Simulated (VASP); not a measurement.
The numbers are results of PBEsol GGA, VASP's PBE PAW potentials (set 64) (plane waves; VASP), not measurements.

Input for VASP

### POSCAR
```
RuO2
1.0
  4.4695091028   0.0000000000   0.0000000000
  0.0000000000   4.4695091028   0.0000000000
  0.0000000000   0.0000000000   3.0914000439
Ru O
2 4
direct
  0.0000000000   0.0000000000   0.0000000000
  0.5000000000   0.5000000000   0.5000000000
  0.3061413838   0.3061413838   0.0000000000
  0.8061413838   0.1938586162   0.5000000000
  0.1938586162   0.8061413838   0.5000000000
  0.6938586162   0.6938586162   0.0000000000
```

KPOINTS:
```
Automatic mesh
0
G
6 6 9
0 0 0
```

INCAR:
```
SYSTEM = RuO2
PREC = Accurate
ENCUT = 520
EDIFF = 1E-6
NELM = 100
ALGO = Normal
LREAL = .FALSE.
LASPH = .TRUE.
ISMEAR = 1
SIGMA = 0.1
GGA = PS
LMAXMIX = 4
LWAVE = .FALSE.
LCHARG = .FALSE.
IBRION = 2
ISIF = 3
NSW = 60
EDIFFG = -0.02
```

POTCAR, in this order: Ru_pv O (PBE.64 set). Program: vasp_std.

The run wrote:

**OUTCAR**
```
 ion  position               nearest neighbor table
   1  0.000  0.000  0.000-   3 1.94   6 1.94   5 1.97   4 1.97   4 1.97   5 1.97
   2  0.500  0.500  0.500-   4 1.94   5 1.94   3 1.97   6 1.97   3 1.97   6 1.97
   3  0.306  0.306  0.000-   1 1.94   2 1.97   2 1.97
   4  0.806  0.194  0.500-   2 1.94   1 1.97   1 1.97
   5  0.194  0.806  0.500-   2 1.94   1 1.97   1 1.97
   6  0.694  0.694  0.000-   1 1.94   2 1.97   2 1.97
  LATTYP: Found a simple tetragonal cell.
 ALAT       =     4.4695091028
 C/A-ratio  =     0.6916643356
 Subroutine PRICEL returns:
 Original cell was already a primitive cell.
 Subroutine GETGRP returns: Found 16 space group operations
The static configuration has the point symmetry D_2h.
 The point group associated with its full space group is D_4h.
The dynamic configuration has the point symmetry D_2h.
 Subroutine INISYM returns: Found 16 space group operations
 Subroutine IBZKPT returns following result:
 Found     50 irreducible k-points:

 Following reciprocal coordinates:
            Coordinates               Weight
  0.000000  0.000000  0.000000      1.000000
  0.166667  0.000000  0.000000      4.000000
  0.333333  0.000000  0.000000      4.000000
  0.500000  0.000000  0.000000      2.000000
  0.166667  0.166667  0.000000      4.000000
  0.333333  0.166667  0.000000      8.000000
  0.500000  0.166667  0.000000      4.000000
  0.333333  0.333333  0.000000      4.000000
  0.500000  0.333333  0.000000      4.000000
  0.500000  0.500000  0.000000      1.000000
  0.000000  0.000000  0.111111      2.000000
  0.166667  0.000000  0.111111      8.000000
  0.333333  0.000000  0.111111      8.000000
  0.500000  0.000000  0.111111      4.000000
  0.166667  0.166667  0.111111      8.000000
  0.333333  0.166667  0.111111     16.000000
  0.500000  0.166667  0.111111      8.000000
  0.333333  0.333333  0.111111      8.000000
  0.500000  0.333333  0.111111      8.000000
  0.500000  0.500000  0.111111      2.000000
  0.000000  0.000000  0.222222      2.000000
  0.166667  0.000000  0.222222      8.000000
  0.333333  0.000000  0.222222      8.000000
  0.500000  0.000000  0.222222      4.000000
  0.166667  0.166667  0.222222      8.000000
  0.333333  0.166667  0.222222     16.000000
  0.500000  0.166667  0.222222      8.000000
  0.333333  0.333333  0.222222      8.000000
  0.500000  0.333333  0.222222      8.000000
  0.500000  0.500000  0.222222      2.000000
  0.000000  0.000000  0.333333      2.000000
  0.166667  0.000000  0.333333      8.000000
  0.333333  0.000000  0.333333      8.000000
  0.500000  0.000000  0.333333      4.000000
  0.166667  0.166667  0.333333      8.000000
  0.333333  0.166667  0.333333     16.000000
  0.500000  0.166667  0.333333      8.000000
  0.333333  0.333333  0.333333      8.000000
  0.500000  0.333333  0.333333      8.000000
  0.500000  0.500000  0.333333      2.000000
   k-points           NKPTS =     50   k-points in BZ     NKDIM =     50   number of bands    NBANDS=     31
   number of dos      NEDOS =    301   number of ions     NIONS =      6
   total plane-waves  NPLWV =  31104
   dimension x,y,z NGX =    36 NGY =   36 NGZ =   24
   dimension x,y,z NGXF=    72 NGYF=   72 NGZF=   48
   ions per type =               2   4
   PREC   = accura    normal or accurate (medium, high low for compatibility)
   ISTART =      0    job   : 0-new  1-cont  2-samecut
   ICHARG =      2    charge: 1-file 2-atom 10-const
   ISPIN  =      1    spin polarized calculation?
   LNONCOLLINEAR =      F non collinear calculations
   LSORBIT =      F    spin-orbit coupling
   INIWAV =      1    electr: 0-lowe 1-rand  2-diag
...
```

**OSZICAR**
```
       N       E                     dE             d eps       ncg     rms          rms(c)
DAV:   1     0.557854350181E+03    0.55785E+03   -0.31214E+04  3108   0.175E+03
DAV:   2    -0.207209072266E+02   -0.57858E+03   -0.56239E+03  3528   0.498E+02
DAV:   3    -0.554971195291E+02   -0.34776E+02   -0.34332E+02  3552   0.123E+02
DAV:   4    -0.561197772006E+02   -0.62266E+00   -0.61921E+00  3615   0.162E+01
DAV:   5    -0.561314317850E+02   -0.11655E-01   -0.11653E-01  3680   0.204E+00    0.517E+01
DAV:   6    -0.496058929397E+02    0.65255E+01   -0.57518E+01  3207   0.576E+01    0.174E+01
DAV:   7    -0.481174705802E+02    0.14884E+01   -0.13734E+01  3214   0.348E+01    0.177E+01
DAV:   8    -0.478351154613E+02    0.28236E+00   -0.16917E+00  3555   0.116E+01    0.177E+00
DAV:   9    -0.478208488851E+02    0.14267E-01   -0.72507E-02  3599   0.212E+00    0.561E-01
DAV:  10    -0.478169334247E+02    0.39155E-02   -0.13020E-02  3597   0.920E-01    0.319E-01
DAV:  11    -0.478168304958E+02    0.10293E-03   -0.82108E-04  4069   0.186E-01    0.104E-01
DAV:  12    -0.478168274474E+02    0.30484E-05   -0.10135E-04  3487   0.942E-02    0.166E-02
DAV:  13    -0.478168273416E+02    0.10578E-06   -0.14529E-05  3751   0.306E-02    0.580E-03
DAV:  14    -0.478168270371E+02    0.30458E-06   -0.15342E-06  2147   0.107E-02
   1 F= -.47816827E+02 E0= -.47816421E+02  d E =-.478168E+02
       N       E                     dE             d eps       ncg     rms          rms(c)
DAV:   1    -0.478196586777E+02   -0.28313E-02   -0.14167E-01  3114   0.276E+00    0.412E-01
DAV:   2    -0.478175392479E+02    0.21194E-02   -0.63878E-03  3555   0.634E-01    0.182E-01
DAV:   3    -0.478171544078E+02    0.38484E-03   -0.12204E-03  3918   0.245E-01    0.924E-02
DAV:   4    -0.478170827036E+02    0.71704E-04   -0.26033E-04  3633   0.143E-01    0.592E-02
DAV:   5    -0.478170783143E+02    0.43893E-05   -0.32823E-05  3834   0.418E-02    0.186E-02
DAV:   6    -0.478170780542E+02    0.26014E-06   -0.76058E-06  3674   0.169E-02
   2 F= -.47817078E+02 E0= -.47816695E+02  d E =-.251017E-03
       N       E                     dE             d eps       ncg     rms          rms(c)
DAV:   1    -0.478172195553E+02   -0.14124E-03   -0.65604E-03  3114   0.596E-01    0.903E-02
DAV:   2    -0.478171201660E+02    0.99389E-04   -0.30231E-04  3520   0.138E-01    0.396E-02
DAV:   3    -0.478171012549E+02    0.18911E-04   -0.57243E-05  3911   0.527E-02    0.201E-02
DAV:   4    -0.478170978541E+02    0.34008E-05   -0.12140E-05  3619   0.309E-02    0.125E-02
DAV:   5    -0.478170971864E+02    0.66772E-06   -0.13618E-06  1852   0.910E-03
   3 F= -.47817097E+02 E0= -.47816710E+02  d E =-.270149E-03
```

OUTCAR:
```
------------------------ aborting loop because EDIFF is reached ----------------------------------------
  FORCE on cell =-STRESS in cart. coord.  units (eV):
  Direction    XX          YY          ZZ          XY          YZ          ZX
  --------------------------------------------------------------------------------------
  Total       -0.0130385     -0.0130385      0.0045779      0.0000000      0.0000000      0.0000000
  in kB       -0.3384971     -0.3384971      0.1188487      0.0000000      0.0000000      0.0000000
  external PRESSURE =      -0.1860485 kB  Pullay stress =       0.0000000 kB
  volume of cell :       61.71
      direct lattice vectors                 reciprocal lattice vectors
     4.465394122 -0.000000000  0.000000000     0.223944398  0.000000000  0.000000000
    -0.000000000  4.465394122  0.000000000     0.000000000  0.223944398  0.000000000
     0.000000000  0.000000000  3.095030381     0.000000000  0.000000000  0.323098605
 POSITION                                       TOTAL-FORCE (eV/Angst)
 -----------------------------------------------------------------------------------
      0.00000      0.00000      0.00000        -0.000000      0.000000     -0.000000
      2.23270      2.23270      1.54752        -0.000000      0.000000     -0.000000
      1.36657      1.36657      0.00000         0.010767      0.010767      0.000000
      3.59927      0.86613      1.54752         0.010767     -0.010767     -0.000000
      0.86613      3.59927      1.54752        -0.010767      0.010767     -0.000000
      3.09883      3.09883      0.00000        -0.010767     -0.010767     -0.000000
 -----------------------------------------------------------------------------------
    total drift:                               -0.000000      0.000000      0.000000
  FREE ENERGIE OF THE ION-ELECTRON SYSTEM (eV)
  ---------------------------------------------------
  free  energy   TOTEN  =       -47.8170971864 eV

  energy  without entropy=      -47.8159346774  energy(sigma->0) =      -47.81670968

 reached required accuracy - stopping structural energy minimisation
```
(Selected blocks of OUTCAR.)

CONTCAR:
```
RuO2
   1.00000000000000
     4.4653941218476954   -0.0000000000000000    0.0000000000000000
    -0.0000000000000000    4.4653941218476954    0.0000000000000000
     0.0000000000000000    0.0000000000000000    3.0950303807666213
  Ru              O
     2     4
Direct
     0.0000000000000000    0.0000000000000000    0.0000000000000000
     0.5000000000000000    0.5000000000000000    0.5000000000000000
     0.3060354178895567    0.3060354178895567    0.0000000000000000
     0.8060354178895568    0.1939645821104432    0.5000000000000000
     0.1939645821104432    0.8060354178895568    0.5000000000000000
     0.6939645821104432    0.6939645821104432    0.0000000000000000
```

File OUTCAR:
```
 val. band max:        7.0054269925   @ k =   0.3333   0.3333   0.3333

 cond. band min:       7.0141828777   @ k =   0.1667   0.1667   0.2222


 Fermi energy:         7.0098190911

 k-point     1 :       0.0000    0.0000    0.0000
  band No.  band energies     occupation
      1     -36.7639      2.00000
      2     -36.7639      2.00000
      3     -36.3070      2.00000
      4     -36.3024      2.00000
      5     -36.3024      2.00000
      6     -36.2802      2.00000
      7     -13.3197      2.00000
      8     -12.2146      2.00000
      9     -11.1706      2.00000
     10     -11.1706      2.00000
     11      -1.6578      2.00000
     12      -1.5424      2.00000
     13      -0.4264      2.00000
     14       0.0193      2.00000
     15       0.0193      2.00000
     16       2.6579      2.00000
     17       2.6939      2.00000
     18       2.6939      2.00000
     19       4.1681      2.00000
     20       4.6282      2.00000
     21       4.6282      2.00000
     22       5.1807      2.00000
     23       5.4481      2.00000
     24       5.5611      2.00000
     25       5.6337      2.00000
     26       5.6337      2.00000
     27       6.1342      2.00000
     28       8.6216     -0.00000
     29       8.8476     -0.00000
     30      11.6902      0.00000
     31      11.6902      0.00000

 k-point     2 :       0.1667    0.0000    0.0000
  band No.  band energies     occupation
      1     -36.7632      2.00000
      2     -36.7631      2.00000
      3     -36.3052      2.00000
      4     -36.3036      2.00000
      5     -36.3035      2.00000
      6     -36.2820      2.00000
      7     -13.2107      2.00000
      8     -12.1887      2.00000
      9     -11.3103      2.00000
     10     -11.2388      2.00000
     11      -1.4501      2.00000
     12      -1.3009      2.00000
     13      -0.2281      2.00000
     14       0.0424      2.00000
     15       0.0555      2.00000
     16       2.3125      2.00000
     17       2.4481      2.00000
...
```

The compound is RuO2 in the rutile structure. This run relaxes it. Symmetry was kept, so distortions that lower it aren't found. The start is the result of an earlier pass.
